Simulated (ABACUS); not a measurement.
Set up this calculation in ABACUS 3.10.1, as the native input.

```
Task                                          : single point
Functional                                    : rPW86PBE
Potentials or basis                           : PseudoDojo NC SR 0.5 PBE stringent
Cutoff                                        : 1252 eV
Density cutoff                                : 5007 eV
Basis                                         : plane waves
k mesh                                        : 9 × 9 × 9
Occupations                                   : fermi-dirac, width 0.05 eV
Spin                                          : no spin polarisation
Radial cutoff of the potentials (pseudo_rcut) : 10 bohr
SCF threshold on the density                  : 1e-08
Max SCF steps                                 : 100
Eigensolver                                   : dav
Mixing                                        : broyden
Mixing share                                  : 0.7
Symmetry key                                  : 1
Bands                                         : 18
```

Crystal: MgO.

```
Mg O
1.0
     0.00000    2.09700    2.09700
     2.09700    0.00000    2.09700
     2.09700    2.09700    0.00000
Mg O
1 1
Direct
  0.00000 0.00000 0.00000
  0.50000 0.50000 0.50000
```

The cell is a database's computed one.

One way to write it, as run:

INPUT

```
INPUT_PARAMETERS
suffix              MgO
calculation         scf
basis_type          pw
pseudo_dir          ./
symmetry            1
dft_functional      GGA_X_RPW86+GGA_C_PBE
ecutwfc             92
pseudo_rcut         10
nspin               1
nbands              18
ks_solver           dav
smearing_method     fd
smearing_sigma      0.00367493
scf_thr             1e-08
scf_nmax            100
mixing_type         broyden
mixing_beta         0.7
cal_force           1
cal_stress          1
out_chg             1
out_pot             2
out_elf             1
```

STRU

```
ATOMIC_SPECIES
Mg 24.3050 Mg.upf
O 15.9990 O.upf

LATTICE_CONSTANT
5.6041865537

LATTICE_VECTORS
0.0000000000 0.7071067812 0.7071067812
0.7071067812 0.0000000000 0.7071067812
0.7071067812 0.7071067812 0.0000000000

ATOMIC_POSITIONS
Cartesian

Mg
0.0
1
0.0000000000 0.0000000000 0.0000000000 1 1 1

O
0.0
1
0.7071067812 0.7071067812 0.7071067812 1 1 1
```

KPT

```
K_POINTS
0
Gamma
9 9 9 0 0 0
```

Potentials or basis: PseudoDojo NC SR 0.5 PBE stringent, plane waves.

Launch:

```sh
$ OMP_NUM_THREADS=1 mpirun -np 4 abacus > log
```

Results of the run:

```
Pressure               : 9.8 GPa
Band gap on the k mesh : 4.98 eV, direct
```

Caveat: the potentials were made for another functional, which shifts forces and pressure.

Wall time 6.1 s on 4 MPI ranks on Intel(R) Xeon(R) Platinum 8488C (Sapphire Rapids) (shared host), peak memory 0.24 GiB a rank.
